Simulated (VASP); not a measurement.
Here is a VASP 6.6.1 calculation.

The input INCAR:

```
PREC     = Accurate       # precision mode
ENCUT    = 520            # plane-wave cutoff, eV
EDIFF    = 1E-7           # SCF threshold, eV
ISMEAR   = 0              # smearing method
SIGMA    = 0.02           # smearing width, eV
LREAL    = F              # projectors in reciprocal space
LASPH    = T              # aspherical terms in the spheres
NELM     = 150            # most SCF steps
ALGO     = Normal         # electronic algorithm
ISIF     = 2              # what is computed and relaxed
LWAVE    = F              # write WAVECAR
LCHARG   = F              # write CHGCAR
LNONCOLLINEAR= T              # non-collinear magnetism
MAGMOM   = 0 0 0 0 0 0    # initial moments
LORBIT   = 11             # projections on sites
LSORBIT  = T              # spin-orbit coupling
GGA_COMPAT= F            
LORBMOM  = T            
GGA      = PE             # functional
NBANDS   = 28             # bands
```

KPOINTS

```
Automatic mesh
0
Gamma
  8 8 8
```

File POSCAR:

```
BaS
1.0
    0.0000000000      3.2143926808      3.2143926808
    3.2143926808      0.0000000000      3.2143926808
    3.2143926808      3.2143926808      0.0000000000
Ba S
1 1
Direct
    0.0000000000      0.0000000000      0.0000000000
    0.5000000000      0.5000000000      0.5000000000
```

Potentials or basis: VASP PAW PBE potentials, release 64 (Ba_sv, S).

Launch:

```console
$ cat potpaw_PBE.64/Ba_sv/POTCAR potpaw_PBE.64/S/POTCAR > POTCAR
$ mpirun -np 1 vasp_ncl > vasp.out
```

**Question.** Estimate the pressure.

**Answer.** 0.5 GPa.

**Question.** Predict the net moment.

**Answer.** 0.00 μB per cell.

Moments on the atoms (μB; x, y, z):
```
Ba  0.00 0.00 0.00
S   0.00 0.00 0.00
```
